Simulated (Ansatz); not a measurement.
The system is CoO.

```
CELL_PARAMETERS angstrom
-1.50800 1.50800 2.10725
1.50800 -1.50800 2.10725
1.50800 1.50800 -2.10725
ATOMIC_POSITIONS crystal
Co 0.00000 0.00000 0.00000
O 0.50000 0.50000 0.00000
```

Base run:

| Quantity | Value |
| --- | --- |
| Program | Ansatz 0.2.0 |
| Functional | PBE |
| Potentials or basis | Ansatz PAW |
| Cutoff | 420 eV (not typed: the program's choice for these potentials) |
| k mesh | 10 × 10 × 10 |
| Occupations | fermi-dirac, width 0.05 eV |
| Spin | collinear spin, ferromagnetic start |
| Starting moments | [3.0, 0.0] μB |
| Fixed moment | 3 μB |

Its results: pressure 0.8 GPa; site moments Co +2.53; O +0.34 μB.

Problem. The run is repeated on the same cell with these changes: fixed moment from 3 μB to 2 μB; moments at the start from [3.0, 0.0] to [2.0, 0.0]. What comes out?

Solution. Pressure -7.5 GPa; site moments Co +1.81; O +0.08 μB.

Caveats: the total moment is fixed, so each spin has its own Fermi level; a cell with one magnetic atom can't hold antiferromagnetic order, which such compounds often take; the thresholds are loose for stress.
